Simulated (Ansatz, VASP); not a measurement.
**Two plane-wave programs on Cu**

```
Cu
1.0
    -1.28298    1.28298    1.81517
     1.28298   -1.28298    1.81517
     1.28298    1.28298   -1.81517
Cu
1
Direct
  0.00000 0.00000 0.00000
```

Alike in both runs: functional PBE; k mesh 30 × 30 × 30; occupations gaussian, width 0.1 eV; no spin polarisation.

Ansatz relaxed the structure, and its values are those at the end. VASP's run is a single point on that final structure, the one shown.

|  | VASP | Ansatz |
| --- | --- | --- |
| version | VASP 6.6.1 | Ansatz 0.2.0 |
| potentials or method | VASP PAW PBE potentials, release 64 (Cu) | scalar-relativistic, plane waves, PAW |
| plane-wave cutoff (eV) | 520 | 420 |
| valence electrons in the cell | 11 | 19 |

|  | VASP | Ansatz | Ansatz less VASP |
| --- | --- | --- | --- |
| gap on the k mesh at the Fermi level (eV) | none | none | - |
| pressure (GPa) | 0.5 | 0.0 | -0.53 |

A gap of «none» marks a metal or a gap that the smearing closes. The functional is the same, so the differences come from potentials, cutoffs and numerics. The two sets of potentials don't hold the same shells in valence.
